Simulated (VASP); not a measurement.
A run of VASP 6.6.1 is set up as follows.

INCAR

```
SYSTEM = TiSe2
ALGO = Normal
EDIFF = 1E-6
EDIFFG = -0.01
ENCUT = 600
GGA = PE
IBRION = 2
ISIF = 3
ISMEAR = 1
IVDW = 12
KPAR = 4
LASPH = .True.
LCHARG = .False.
LREAL = .False.
LWAVE = .False.
NELM = 80
NSW = 90
PREC = Accurate
SIGMA = 0.1
```

KPOINTS

```
k-points
0
Gamma
  12 12 6
  0 0 0
```

The input POSCAR:

```
TiSe2
1.0
    3.5330000000      0.0000000000      0.0000000000
   -1.7665000000      3.0596677516      0.0000000000
    0.0000000000      0.0000000000      5.9950000000
Ti Se
1 2
Direct
    0.0000000000      0.0000000000      0.0000000000
    0.3333333333      0.6666666667      0.2500000000
    0.6666666667      0.3333333333      0.7500000000
```

Potentials or basis: VASP PAW PBE potentials, release 64 (Ti_sv, Se).

The run is started by

```bash
$ cat potpaw_PBE.64/Ti_sv/POTCAR potpaw_PBE.64/Se/POTCAR > POTCAR
$ mpirun -np 4 vasp_std > vasp.out
```

What does it give for the space group after relaxing (to 0.05 Å)?

P-3m1 (No. 164).

Estimate the relaxed volume.

20.53 Å³/atom.

Estimate the dispersion energy per atom.

-0.450 eV.

Estimate the band gap on the k mesh.

none (metal or under the smearing width).

Step by step:
| step | energy change (eV) | largest force (eV/Å) | pressure (GPa) | volume (Å³) |
| --- | --- | --- | --- | --- |
| 1 | 0.0000 | 0.4928 | 0.29 | 64.80 |
| 2 | -0.0169 | 0.0872 | -1.43 | 65.17 |
| 3 | -0.0170 | 0.0601 | -1.54 | 65.20 |
| 4 | -0.0287 | 0.1039 | -0.20 | 63.44 |
| 5 | -0.0290 | 0.1132 | 0.07 | 63.09 |
| 6 | -0.0324 | 0.0763 | -0.03 | 62.81 |
| 7 | -0.0386 | 0.0381 | -0.27 | 61.96 |
| 8 | -0.0391 | 0.0903 | -0.34 | 61.60 |
| 9 | -0.0364 | 0.1154 | 1.24 | 60.51 |
| 10 | -0.0398 | 0.0274 | 0.12 | 61.26 |
| 11 | -0.0401 | 0.0213 | -0.02 | 61.47 |
| 12 | -0.0401 | 0.0206 | -0.04 | 61.49 |
| 13 | -0.0401 | 0.0125 | 0.11 | 61.45 |
| 14 | -0.0401 | 0.0023 | 0.05 | 61.47 |
| 15 | -0.0401 | 0.0024 | 0.04 | 61.53 |
| 16 | -0.0401 | 0.0062 | 0.02 | 61.59 |
